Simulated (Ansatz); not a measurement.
# Si2Mo (C222) in Ansatz: single point with PBE

Aim: the single point of Si2Mo with PBE.

Program: Ansatz 0.2.0. These are calculated values, not measurements. Logs are shortened: lines on timing, memory, paths and dates and some standing lists are left out, and cuts for length are marked.

## 1. The cell of the first run

Symmetry: C222, No. 21, orthorhombic system. The conventional cell has a = 4.631 Å, b = 7.942 Å, c = 6.580 Å, α = 90.00°, β = 90.00°, γ = 90.00°. Mo (site symmetry 2) has 10 Si at 2.57 to 2.69 Å as nearest neighbours. Mo (site symmetry 222) is surrounded by 10 Si at 2.57 to 2.67 Å. Si (site symmetry 2) has 5 Si at 2.56 to 2.69 Å and 5 Mo at 2.57 to 2.67 Å as nearest neighbours. Si (site symmetry 1) is surrounded by 5 Si at 2.55 to 2.69 Å and 5 Mo at 2.57 to 2.69 Å.

The cell comes from a database or a generator and needn't be the stable form of this composition.

## 2. Single point, PBE (strained by +1 %)

Input file input.yaml:

```yaml
crystal:
  lattice:
    - [4.6313262755, 0.0, 0.0]
    - [-2.3156631378, 3.9711348592, 0.0]
    - [0.0, 0.0, 6.5797601]
  atoms:
    - { symbol: Mo, position: [0.5, 0.5, 0.8333333333] }
    - { symbol: Mo, position: [0.0, 0.5, 0.1666666667] }
    - { symbol: Mo, position: [0.5, 0.0, 0.5] }
    - { symbol: Si, position: [0.16387298, 0.32774596, 0.5] }
    - { symbol: Si, position: [0.67225404, 0.83612702, 0.1666666667] }
    - { symbol: Si, position: [0.83612702, 0.16387298, 0.8333333333] }
    - { symbol: Si, position: [0.83612702, 0.67225404, 0.5] }
    - { symbol: Si, position: [0.32774596, 0.16387298, 0.1666666667] }
    - { symbol: Si, position: [0.16387298, 0.83612702, 0.8333333333] }
hamiltonian:
  xc: pbe
  pseudopotentials: { kind: paw }
kpoints:
  mp_grid: { grid: [5, 5, 3] }
scf:
  occupations: { method: fermi_dirac, width: 0.05 }
output:
  forces: true
  stress: true
  eigenvalues: true
```

Potentials or basis: Ansatz PAW.

Run with:

```sh
ansatz run input.yaml --threads 4 --pin off --max-ram 11264MiB --backend cpu --events-out ev --progress --plain --runs-dir out
```

What it wrote:

```text
Warning: RAYON_NUM_THREADS=4 ignored (pool sized by the plan → 4); use --threads N
Engine: ansatz 0.2.0, aarch64-unknown-linux-gnu
Pseudopotentials: kind: paw
Pseudopotential: Mo, paw, valence charge 14, recommended cutoff 420 eV (normal), Mo.paw.azcp
Pseudopotential: Si, paw, valence charge 4, recommended cutoff 420 eV (normal), Si.paw.azcp
Functional definition: PBE
  parameter kappa = 0.804
  parameter beta = 0.06672455060314922
  exchange = pbe_x(kappa = kappa, mu = beta*pi^2/3)
  correlation = pbe_c(beta = beta)
Crystal: 9 atoms, lattice volume = 121.012 Å³
Basis set: ecut = 420 eV, 2371 PW (Γ), exchange–correlation on 64×64×90 points (8 copies of the dense FFT grid, shifted against one another)
Bands: 42, of which v1, the nominal top of the filled ones, is band 33 counted from 1 (32 counted from 0)
Symmetry: 4 space group operations
Space group: C222 (ITA 21), of the structure as read, at distance tolerance 4.9e-5 Å
k-points: 18 of 75 (time reversal used)
Non-local potential: Mo, projectors of the file, l = 0: 3, l = 1: 2, l = 2: 2, l = 3: 1
Non-local potential: Si, projectors of the file, l = 0: 2, l = 1: 2, l = 2: 2
PAW form: soft (Blöchl's): semilocal exchange-correlation on the pseudo side does not see the compensation charge
PAW one-centre angular grid: Mo, 590 points (default); XC on 64 Gauss nodes
PAW one-centre angular grid: Si, 110 points (default); XC on 64 Gauss nodes
Initial density: superposition of atomic densities (neutral atoms: chi_scale 0, normalization atom), corrected by the library's trained network
Initial wavefunctions: pseudopotential atomic-orbital guess
Functional: x = pbe(κ = 0.804, μ = 0.2195149727645171), c = pbe(β = 0.06672455060314922)
SCF iter   1: F=—  HF=-18687.129510 eV  |F-HF|=—  |Δ(HF+E_count)|=         —  Δρ=6.63e-3  dr2=4.23e-2  ethr=1.77e-3  ⟨swp⟩=7.2  Hψ=3260  notcnv=0
preconditioner: auto → Resta (q_TF=auto, 2.466 Å⁻¹)  ε∞=10.4  [insulator: Δε(μ)=0.623 eV  Ē_g=7.149 eV  σ=0.050 eV  W_gap=1.00  n_scr=22 (ndim 8)  ℏωp=21.9 eV  f_vac=0.000  D(μ)=0.01/eV (n_scr^D=0)  ε∞_Penn≈10.4]
SCF iter   2: F=—  HF=-18687.128231 eV  |F-HF|=—  |Δ(HF+E_count)|=   1.28e-3  Δρ=3.32e-3  dr2=6.69e-3  ethr=6.40e-5  ⟨swp⟩=1.8  Hψ=938  notcnv=0  defer=1
SCF iter   3: F=—  HF=-18687.128679 eV  |F-HF|=—  |Δ(HF+E_count)|=   4.47e-4  Δρ=6.91e-4  dr2=2.94e-4  ethr=1.01e-5  ⟨swp⟩=2.4  Hψ=955  notcnv=0  defer=1
automatic band count: iteration 3 solves 41 bands in place of 42: the levels show a gap, and the empty bands left out lie too high to hold charge; the band table lists the bands solved (type scf.n_extra_bands for more)
SCF iter   4: F=—  HF=-18687.128717 eV  |F-HF|=—  |Δ(HF+E_count)|=   3.82e-5  Δρ=6.95e-5  dr2=2.54e-6  ethr=4.46e-7  ⟨swp⟩=2.4  Hψ=1056  notcnv=0  defer=1
SCF iter   5: F=—  HF=-18687.128710 eV  |F-HF|=—  |Δ(HF+E_count)|=   7.27e-6  Δρ=8.66e-6  dr2=4.62e-8  ethr=3.85e-9  ⟨swp⟩=2.4  Hψ=1210  notcnv=0  defer=1
SCF iter   6: F=-18687.128710 eV  HF=-18687.128710 eV  |F-HF|=2.18e-11  |Δ(HF+E_count)|=   7.85e-9  Δρ=1.16e-6  dr2=1.04e-9  ethr=7.00e-11  ⟨swp⟩=4.2  Hψ=2552  notcnv=0
SCF 1 converged in 6 iterations: F = -18687.128710 eV  dr2 = 1.04e-9
SCF converged after 6 iterations
Free energy (F): -18687.128710 eV
Harris-Foulkes:  -18687.128710 eV  (|F-HF|=2.18e-11)
Internal energy: -18687.128428 eV  (E = F + TS)
E sigma→0 (E₀):  -18687.128569 eV
Entropy (-TS):   -0.000282 eV (-0.031 meV/atom)
Fermi energy:    16.426025 eV
--- Per-component energies (eV) ---
  E_band       = -138.780796
  E_kinetic    = 1594.384045
  E_local      = -3446.223848  (includes V_loc(G=0)·N_el)
  E_nonlocal   = 578.617346
  E_hartree    = 1283.931314
  E_xc         = -895.240307
  E_vxc        = -986.227951  (∫ρ·V_xc dr)
  E_paw        = -12680.608960  (= ΣΔE_a)
  E_vpaw       = -447.193795  (= ΣTr[D̂ρ^β])
  E_aug_tail   = 0.000148  (compensation charges beyond the density's cutoff)
  E_ewald      = -5121.988167
  E_smearing   = -0.000282  (= −TS)
  E_closure    = 0.000000  (closes the sum)
  Σ components = -18687.128710   (vs F -18687.128710, Δ=0.00e0)
--- Forces (eV/Å), atoms counted from 1 ---
  atom   1  Mo    -0.00000000    -0.00000000    -0.00121286
  atom   2  Mo     0.00000000    -0.00000000     0.00121286
  atom   3  Mo    -0.00000000     0.00000000     0.00000000
  atom   4  Si    -0.00000000     0.02689494     0.00000000
  atom   5  Si    -0.00583826    -0.00240294     0.00319719
  atom   6  Si    -0.00583826     0.00240294    -0.00319719
  atom   7  Si     0.00000000    -0.02689494     0.00000000
  atom   8  Si     0.00583826     0.00240294     0.00319719
  atom   9  Si     0.00583826    -0.00240294    -0.00319719
  max |Σ_I F_I| component: 1.73e-17 eV/Å
--- Stress (GPa, compression-positive) ---
       -0.569924      -0.000000       0.000000
       -0.000000       2.817047      -0.000000
        0.000000       0.000000       1.995259
  P = ⅓ Tr σ = 1.4141 GPa (14.141 kbar)
--- Band table (eV; the first three rows and the last of 18) ---
  k-point 0: bands = ["-44.6849", "-44.6569", "-44.6520", "-18.9176", "-18.9169", "-18.9134", "-18.9102", "-18.9036", "-18.8234", "-18.7635", "-18.7632", "-18.7479", "2.4818", "5.5586", "5.5716", "9.2208", "9.9308", "9.9400", "10.3211", "10.3698", "11.2175", "11.5858", "11.6004", "11.9155", "12.8527", "12.8539", "13.2170", "13.2854", "13.4146", "13.4616", "13.7128", "14.3601", "15.6739", "18.4220", "18.7067", "18.7987", "18.8804", "18.9375", "19.1989", "19.2363", "19.3915"]
  k-point 1: bands = ["-44.6809", "-44.6671", "-44.6458", "-18.9578", "-18.9221", "-18.9043", "-18.8937", "-18.8425", "-18.8256", "-18.8090", "-18.7756", "-18.7293", "2.8855", "4.0071", "7.0984", "9.5348", "9.6489", "9.8643", "9.8974", "10.9445", "10.9810", "11.0626", "11.1762", "11.2362", "12.8726", "13.0107", "13.1230", "13.1917", "13.8201", "14.1980", "14.3573", "14.7493", "16.1410", "18.4685", "18.5285", "18.5339", "18.8761", "18.9857", "19.0346", "19.0542", "19.1358"]
  k-point 2: bands = ["-44.6821", "-44.6595", "-44.6520", "-18.9470", "-18.9322", "-18.9091", "-18.9084", "-18.8797", "-18.8199", "-18.7733", "-18.7676", "-18.7334", "2.8797", "5.8093", "5.8698", "7.7818", "8.7351", "9.6605", "10.0549", "11.1008", "11.7064", "11.7446", "12.1572", "12.3944", "12.7128", "13.1513", "13.3321", "13.4095", "13.5017", "13.5456", "13.8880", "13.9957", "15.4577", "17.4739", "17.7724", "17.9665", "18.0827", "18.3318", "18.8012", "19.0762", "19.2550"]
  k-point 17: bands = ["-44.6779", "-44.6630", "-44.6524", "-18.9610", "-18.9469", "-18.9249", "-18.8961", "-18.8527", "-18.8323", "-18.7951", "-18.7454", "-18.7298", "3.9634", "4.9648", "6.6837", "7.1641", "8.1910", "8.5937", "9.8767", "10.5758", "11.2725", "12.2407", "12.3458", "12.4712", "12.9685", "13.2683", "13.3912", "13.6136", "13.7020", "13.8883", "14.3276", "15.3614", "15.7721", "16.9042", "17.2049", "17.4910", "17.8042", "18.1236", "18.6286", "19.0005", "19.3103"]
```

It took 1.9 s on 4 threads of Arm Neoverse V2, shared host; peak memory 0.42 GiB.

Results:

```yaml
Free_energy: -18687.1287 eV
Pressure: 1.4 GPa
Largest_force: 0.027 eV/Å
Band_gap_on_the_k_mesh: 0.60 eV, indirect (least direct gap 0.87 eV)
```

Forces on the atoms (eV/Å):
```
Mo   0.000  0.000 -0.001
Mo   0.000  0.000  0.001
Mo   0.000  0.000  0.000
Si   0.000  0.027  0.000
Si  -0.006 -0.002  0.003
Si  -0.006  0.002 -0.003
Si   0.000 -0.027  0.000
Si   0.006  0.002  0.003
Si   0.006 -0.002 -0.003
```

Stress tensor (GPa, compression positive):
```
-0.57  0.00  0.00
 0.00  2.82  0.00
 0.00  0.00  2.00
```

Levels at points of the mesh, in eV from the valence-band top:
```tsv
k point	band 30	band 31	band 32	band 33	band 34	band 35	band 36	band 37
(0.00, 0.00, 0.00)	-2.68	-2.43	-1.78	-0.47	2.28	2.57	2.66	2.74
```

Caveat: odd divisions of the mesh miss points on the zone boundary, where band edges often lie, so the gap on the mesh can be too wide. A k mesh can miss the band edges.
